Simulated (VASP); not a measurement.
# BiTe (R-3m) in VASP: further runs

The runs below take BiTe through single point, with PBE.

All numbers are computed with VASP 6.6.1; they aren't measurements. Logs are shortened: lines on timing, memory, paths and dates and some standing lists are left out, and cuts for length are marked.

## 1. The crystal as given

Symmetry: R-3m, No. 166, trigonal system. Conventional cell: a = 4.845 Å, b = 4.845 Å, c = 9.952 Å, α = 90.00°, β = 90.00°, γ = 120.00°. Bi (site symmetry -3m) has 6 Te at 3.25 Å as nearest neighbours. Te (site symmetry -3m) has 6 Bi at 3.25 Å as nearest neighbours.

The cell comes from a database or a generator and needn't be the stable form of this composition.

## 2. Single point, PBE

The input, INCAR:

```
PREC = Accurate
ENCUT = 450
EDIFF = 1E-7
ISMEAR = 0
SIGMA = 0.2
LREAL = F
LASPH = T
NELM = 100
ALGO = Normal
ISIF = 2
LWAVE = F
LCHARG = F
GGA = PE
NBANDS = 18
ADDGRID = F
```

The input, KPOINTS:

```
Automatic mesh
0
Gamma
  6 6 6
```

The input, POSCAR:

```
BiTe
1.0
    2.4227077728      1.3987509848      3.3172919545
   -2.4227077728      1.3987509848      3.3172919545
    0.0000000000     -2.7975019696      3.3172919545
Bi Te
1 1
Direct
    0.5120250000      0.5038480000      0.5048510000
   -0.0040940000     -0.0152210000     -0.0035880000
```

Potentials or basis: VASP PAW PBE potentials, release 64 (Bi_d, Te).

Command:

```bash
> cat potpaw_PBE.64/Bi_d/POTCAR potpaw_PBE.64/Te/POTCAR > POTCAR
> mpirun -np 1 vasp_std > vasp.out
```

OUTCAR:

```text
PREC = Accurate
   ENCUT = 450
   EDIFF = 1E-7
   ISMEAR = 0
   LREAL = F
   LASPH = T
   NELM = 100
   ISIF = 2
   GGA = PE

 Found    112 irreducible k-points:

 Following reciprocal coordinates:
            Coordinates               Weight
  0.000000  0.000000  0.000000      1.000000
  0.166667 -0.000000  0.000000      2.000000
 -0.000000  0.166667  0.000000      2.000000
  0.000000  0.000000  0.166667      2.000000
  0.333333 -0.000000  0.000000      2.000000
 -0.000000  0.333333  0.000000      2.000000
   k-points           NKPTS =    112   k-points in BZ     NKDIM =    112   number of bands    NBANDS=     18
   number of dos      NEDOS =    301   number of ions     NIONS =      2
   total plane-waves  NPLWV =  27000
   dimension x,y,z NGX =    30 NGY =   30 NGZ =   30
   dimension x,y,z NGXF=    60 NGYF=   60 NGZF=   60
   ions per type =               1   1
   NGX,Y,Z   is equivalent  to a cutoff of  11.49, 11.49, 11.49 a.u.
   NGXF,Y,Z  is equivalent  to a cutoff of  22.99, 22.99, 22.99 a.u.
 SYSTEM =  unknown system
   PREC   = accura    normal or accurate (medium, high low for compatibility)
   ISTART =      0    job   : 0-new  1-cont  2-samecut
   ICHARG =      2    charge: 1-file 2-atom 10-const
   ISPIN  =      1    spin polarized calculation?
   LNONCOLLINEAR =      F non collinear calculations
   LSORBIT =      F    spin-orbit coupling
   LASPH  =      T    aspherical Exc in radial PAW
   ENCUT  =  450.0 eV  33.07 Ry    5.75 a.u.   7.51  7.51  7.51*2*pi/ulx,y,z
   NELM   =    100;   NELMIN=  2; NELMDL= -5     # of ELM steps
   EDIFF  = 0.1E-06   stopping-criterion for ELM
[... 12 lines left out ...]
   EMIN   =  10.00;   EMAX   =-10.00  energy-range for DOS
   EFERMI =   0.00;   METHOD = LEGACY
   ISMEAR =     0;   SIGMA  =   0.20  broadening in eV -4-tet -1-fermi 0-gaus
   EFERMI_NEDOS =   21; number of points for ismear=-14 and -15
   IALGO  =     38    algorithm
[... 12 lines left out ...]
   LRPA    =     F    only Hartree local field effects (RPA)
 non-spin polarized calculation
 Gauss-broadening in eV      SIGMA  =   0.20
  energy-cutoff  :      450.00
  volume of cell :       67.45
 maximum number of plane-waves:      1487
   NGX = 15   NGY = 15   NGZ = 15

 number of electron      21.0000002 magnetization

 Free energy of the ion-electron system (eV)
  ---------------------------------------------------
  ext. energy  EPLUGINS =         0.00000000
  ---------------------------------------------------
  free energy    TOTEN  =        -7.17921686 eV

  energy without entropy =       -7.15639808  energy(sigma->0) =       -7.16780747

 E-fermi :   6.6417     XC(G=0):  -9.4750

 val. band max:        6.6370911455   @ k =  -0.3333  -0.1667  -0.3333
 cond. band min:       6.7481655925   @ k =  -0.1667   0.5000   0.1667
 fundamental gap:      0.1110744470
 Fermi energy:         6.6416696442

 k-point     1 :       0.0000    0.0000    0.0000
  band No.  band energies     occupation
      1     -16.5548      2.00000
      2     -16.5547      2.00000
      3     -16.5428      2.00000
      4     -16.5416      2.00000
      5     -16.5277      2.00000
      6      -6.8250      2.00000
      7      -1.5921      2.00000
      8       3.7329      2.00000
      9       3.7559      2.00000
     10       5.0879      2.00000
     11       8.5025      0.00000
     12       9.1128      0.00000
     13       9.1763      0.00000
     14      10.7670      0.00000
     15      10.8139      0.00000
     16      12.8706      0.00000
     17      13.3367      0.00000
     18      13.5647      0.00000

 k-point     2 :       0.1667   -0.0000    0.0000
  band No.  band energies     occupation
      1     -16.5547      2.00000
      2     -16.5542      2.00000
      3     -16.5437      2.00000
      4     -16.5402      2.00000
      5     -16.5271      2.00000
      6      -6.5893      2.00000
      7      -2.1728      2.00000
      8       3.8889      2.00000
      9       4.0946      2.00000
     10       4.9981      2.00000
     11       7.7210      0.00000
     12       8.3016      0.00000
     13       8.4581      0.00000
     14      11.1259      0.00000
     15      11.3419      0.00000
     16      13.1585      0.00000
     17      14.1858      0.00000
     18      14.5991      0.00000

 k-point     3 :      -0.0000    0.1667    0.0000
  band No.  band energies     occupation
      1     -16.5546      2.00000
      2     -16.5543      2.00000
      3     -16.5439      2.00000
      4     -16.5400      2.00000
      5     -16.5271      2.00000
      6      -6.5896      2.00000
      7      -2.1715      2.00000
      8       3.8836      2.00000
      9       4.0978      2.00000
     10       4.9991      2.00000
     11       7.7200      0.00000
     12       8.3086      0.00000
     13       8.4506      0.00000
     14      11.1228      0.00000
     15      11.3447      0.00000
     16      13.1588      0.00000
     17      14.1884      0.00000
     18      14.6032      0.00000

 k-point     4 :       0.0000    0.0000    0.1667
  band No.  band energies     occupation
      1     -16.5548      2.00000
      2     -16.5541      2.00000
      3     -16.5430      2.00000
      4     -16.5409      2.00000
      5     -16.5271      2.00000
      6      -6.5888      2.00000
      7      -2.1750      2.00000
      8       3.9038      2.00000
      9       4.0852      2.00000
     10       4.9948      2.00000
     11       7.7217      0.00000
     12       8.2795      0.00000
     13       8.4802      0.00000
     14      11.1323      0.00000
     15      11.3391      0.00000
     16      13.1588      0.00000
     17      14.1801      0.00000
     18      14.5883      0.00000

 k-point     5 :       0.3333   -0.0000    0.0000
  band No.  band energies     occupation
      1     -16.5550      2.00000
      2     -16.5537      2.00000
      3     -16.5457      2.00000
      4     -16.5372      2.00000
      5     -16.5249      2.00000
      6      -5.9005      2.00000
      7      -3.4416      2.00000
      8       4.3071      2.00000
      9       4.6052      2.00000
     10       5.1837      2.00000
     11       6.4473      1.83067
     12       6.9520      0.02819
     13       7.5423      0.00000
     14      12.1020      0.00000
     15      12.1997      0.00000
     16      14.6701      0.00000
     17      15.4259      0.00000
     18      16.3585      0.00000

 k-point     6 :      -0.0000    0.3333    0.0000
  band No.  band energies     occupation
      1     -16.5550      2.00000
      2     -16.5537      2.00000
      3     -16.5459      2.00000
      4     -16.5371      2.00000
      5     -16.5248      2.00000
      6      -5.9026      2.00000
      7      -3.4374      2.00000
      8       4.3012      2.00000
      9       4.6039      2.00000
     10       5.1884      2.00000
     11       6.4475      1.83029
     12       6.9558      0.02635
     13       7.5347      0.00000
     14      12.1024      0.00000
     15      12.2001      0.00000
     16      14.6693      0.00000
     17      15.4333      0.00000
     18      16.3608      0.00000

 [... further k-points ...]
[... 5 lines left out ...]
  --------------------------------------------------------------------------------------
  -------------------------------------------------------------------------------------
  Total        0.0882901      0.1706856     -0.0312923      0.0116518      0.0219190     -0.0046982
  in kB        2.0972302      4.0544407     -0.7433131      0.2767757      0.5206606     -0.1116004
  external PRESSURE =       1.8027859 kB  Pullay stress =       0.0000000 kB

 VOLUME and BASIS-vectors are now :
 -----------------------------------------------------------------------------
  energy-cutoff  :      450.00
  volume of cell :       67.45
      direct lattice vectors                 reciprocal lattice vectors
     2.422707773  1.398750985  3.317291954     0.206380648  0.119153923  0.100483568
    -2.422707773  1.398750985  3.317291954    -0.206380648  0.119153923  0.100483568
     0.000000000 -2.797501970  3.317291954     0.000000000 -0.238307845  0.100483568

 POSITION                                       TOTAL-FORCE (eV/Angst)
 -----------------------------------------------------------------------------------
      0.01981      0.00863      5.04469         0.016091     -0.061691     -0.212548
      0.02696     -0.01698      9.87590        -0.016091      0.061691      0.212548
 -----------------------------------------------------------------------------------
    total drift:                               -0.000866     -0.000403      0.000228

  FREE ENERGIE OF THE ION-ELECTRON SYSTEM (eV)
  ---------------------------------------------------
  free  energy   TOTEN  =        -7.1792168627 eV

  energy  without entropy=       -7.1563980804  energy(sigma->0) =       -7.16780747
```

It took 71 s on 1 thread of Intel Xeon 6975P-C (Granite Rapids), shared host; peak memory 0.25 GiB.

The run converged, but some of its settings lie outside the range that counts as converged, so its numbers aren't taken as properties of the crystal.

What came out:

| Item | Value |
| --- | --- |
| Free energy | -7.1792 eV |
| Pressure | 0.2 GPa |
| Largest force | 0.222 eV/Å |
| Band gap on the k mesh | none (metal or under the smearing width) |

Caveat: spin-orbit coupling is left out, which moves the levels of the heavy elements.

## 3. Single point, PBE

INCAR: that of step 2 with these lines changed.

```diff
@@ -4,3 +4,3 @@
 ISMEAR = 0
-SIGMA = 0.2
+SIGMA = 0.1
 LREAL = F
```

KPOINTS is that of step 2.

The input, POSCAR:

```
BiTe
1.0
    2.4227077728      1.3987509848      3.3172919545
   -2.4227077728      1.3987509848      3.3172919545
    0.0000000000     -2.7975019696      3.3172919545
Bi Te
1 1
Direct
    0.5000000000      0.5000000000      0.5000000000
    0.0000000000      0.0000000000      0.0000000000
```

Potentials or basis: VASP PAW PBE potentials, release 64 (Bi_d, Te).

Command:

```bash
> cat potpaw_PBE.64/Bi_d/POTCAR potpaw_PBE.64/Te/POTCAR > POTCAR
> mpirun -np 1 vasp_std > vasp.out
```

Run time: 28 s. Hardware: 1 thread of Intel Xeon 6975P-C (Granite Rapids), shared host; peak memory 0.18 GiB.

These settings aren't checked as converged: the numbers below hold their error.

What came out:

- Free energy: -7.1868 eV
- Pressure: -0.1 GPa
- Band gap on the k mesh: none (metal or under the smearing width)

Caveat: spin-orbit coupling is left out, which moves the levels of the heavy elements.

## 4. Single point, PBE

INCAR is that of step 3.

KPOINTS is that of step 3.

The input, POSCAR:

```
BiTe
1.0
    2.4227077728      1.3987509848      3.3172919545
   -2.4227077728      1.3987509848      3.3172919545
    0.0000000000     -2.7975019696      3.3172919545
Bi Te
1 1
Direct
    0.5120250000      0.5038480000      0.5048510000
   -0.0040940000     -0.0152210000     -0.0035880000
```

Command:

```bash
> cat potpaw_PBE.64/Bi_d/POTCAR potpaw_PBE.64/Te/POTCAR > POTCAR
> mpirun -np 1 vasp_std > vasp.out
```

Wall time 74 s (1 thread of Intel Xeon 6975P-C (Granite Rapids), shared host); peak memory 0.24 GiB.

These settings aren't checked as converged: the numbers below hold their error.

What came out:

```yaml
Free_energy: -7.1708 eV
Pressure: 0.1 GPa
Largest_force: 0.227 eV/Å
Band_gap_on_the_k_mesh: none (metal or under the smearing width)
```

Caveat: spin-orbit coupling is left out, which moves the levels of the heavy elements.

## 5. Single point, PBE

INCAR: that of step 4 with these lines changed.

```diff
@@ -4,3 +4,3 @@
 ISMEAR = 0
-SIGMA = 0.1
+SIGMA = 0.01
 LREAL = F
```

KPOINTS is that of step 4.

The input, POSCAR:

```
BiTe
1.0
    2.4227077728      1.3987509848      3.3172919545
   -2.4227077728      1.3987509848      3.3172919545
    0.0000000000     -2.7975019696      3.3172919545
Bi Te
1 1
Direct
    0.5000000000      0.5000000000      0.5000000000
    0.0000000000      0.0000000000      0.0000000000
```

Potentials or basis: VASP PAW PBE potentials, release 64 (Bi_d, Te).

Command:

```bash
> cat potpaw_PBE.64/Bi_d/POTCAR potpaw_PBE.64/Te/POTCAR > POTCAR
> mpirun -np 1 vasp_std > vasp.out
```

OUTCAR:

```text
PREC = Accurate
   ENCUT = 450
   EDIFF = 1E-7
   ISMEAR = 0
   LREAL = F
   LASPH = T
   NELM = 100
   ISIF = 2
   GGA = PE

 Found     32 irreducible k-points:

 Following reciprocal coordinates:
            Coordinates               Weight
  0.000000  0.000000  0.000000      1.000000
  0.166667 -0.000000  0.000000      6.000000
  0.333333 -0.000000  0.000000      6.000000
  0.500000 -0.000000  0.000000      3.000000
  0.166667  0.166667  0.000000      6.000000
  0.333333  0.166667  0.000000     12.000000
[... 80 lines left out ...]
      5     -16.5352      2.00000
      6      -6.8138      2.00000
[... 103 lines left out ...]
      5     -16.5330      2.00000
      6      -5.9504      2.00000
[... 10 lines left out ...]
     17      14.8716      0.00000
     18      15.5838      0.00000

 [... further k-points ...]
[... 5 lines left out ...]
  --------------------------------------------------------------------------------------
  -------------------------------------------------------------------------------------
  Total       -0.0082252     -0.0082252     -0.1476416      0.0000000      0.0000000     -0.0000000
  in kB       -0.1953795     -0.1953795     -3.5070581      0.0000000      0.0000000     -0.0000000
  external PRESSURE =      -1.2992723 kB  Pullay stress =       0.0000000 kB

 VOLUME and BASIS-vectors are now :
 -----------------------------------------------------------------------------
  energy-cutoff  :      450.00
  volume of cell :       67.45
      direct lattice vectors                 reciprocal lattice vectors
     2.422707773  1.398750985  3.317291954     0.206380648  0.119153923  0.100483568
    -2.422707773  1.398750985  3.317291954    -0.206380648  0.119153923  0.100483568
     0.000000000 -2.797501970  3.317291954     0.000000000 -0.238307845  0.100483568

 POSITION                                       TOTAL-FORCE (eV/Angst)
 -----------------------------------------------------------------------------------
      0.00000      0.00000      4.97594         0.000000      0.000000     -0.000000
      0.00000      0.00000      0.00000         0.000000     -0.000000      0.000000
 -----------------------------------------------------------------------------------
    total drift:                               -0.000000      0.000000      0.000000

  FREE ENERGIE OF THE ION-ELECTRON SYSTEM (eV)
  ---------------------------------------------------
  free  energy   TOTEN  =        -7.1830315187 eV

  energy  without entropy=       -7.1827818499  energy(sigma->0) =       -7.18290668
```

Wall time 26 s (1 thread of Intel Xeon 6975P-C (Granite Rapids), shared host); peak memory 0.18 GiB.

These settings aren't checked as converged: the numbers below hold their error.

What came out:

```
Free energy            : -7.1830 eV
Pressure               : -0.1 GPa
Band gap on the k mesh : none (metal or under the smearing width)
```

Caveat: spin-orbit coupling is left out, which moves the levels of the heavy elements.

## 6. Single point, PBE

INCAR is that of step 5.

KPOINTS is that of step 5.

The input, POSCAR:

```
BiTe
1.0
    2.4227077728      1.3987509848      3.3172919545
   -2.4227077728      1.3987509848      3.3172919545
    0.0000000000     -2.7975019696      3.3172919545
Bi Te
1 1
Direct
    0.5120250000      0.5038480000      0.5048510000
   -0.0040940000     -0.0152210000     -0.0035880000
```

Potentials or basis: VASP PAW PBE potentials, release 64 (Bi_d, Te).

Command:

```bash
> cat potpaw_PBE.64/Bi_d/POTCAR potpaw_PBE.64/Te/POTCAR > POTCAR
> mpirun -np 1 vasp_std > vasp.out
```

It took 55 s on 1 thread of Intel Xeon 6975P-C (Granite Rapids), shared host; peak memory 0.24 GiB.

These settings aren't checked as converged: the numbers below hold their error.

What came out:

* Free energy: -7.1667 eV
* Pressure: 0.1 GPa
* Largest force: 0.236 eV/Å
* Band gap on the k mesh: none (metal or under the smearing width)

Caveat: spin-orbit coupling is left out, which moves the levels of the heavy elements.

## 7. For comparison

An earlier run on the cell as given: functional PBE; potentials or basis VASP PAW PBE potentials, release 64 (Bi_d, Te); cutoff 520 eV; k mesh 7 × 7 × 7; occupations fermi-dirac, width 0.05 eV; no spin polarisation.

- Pressure: 0.1 GPa
- Band gap on the k mesh: none (metal or under the smearing width)
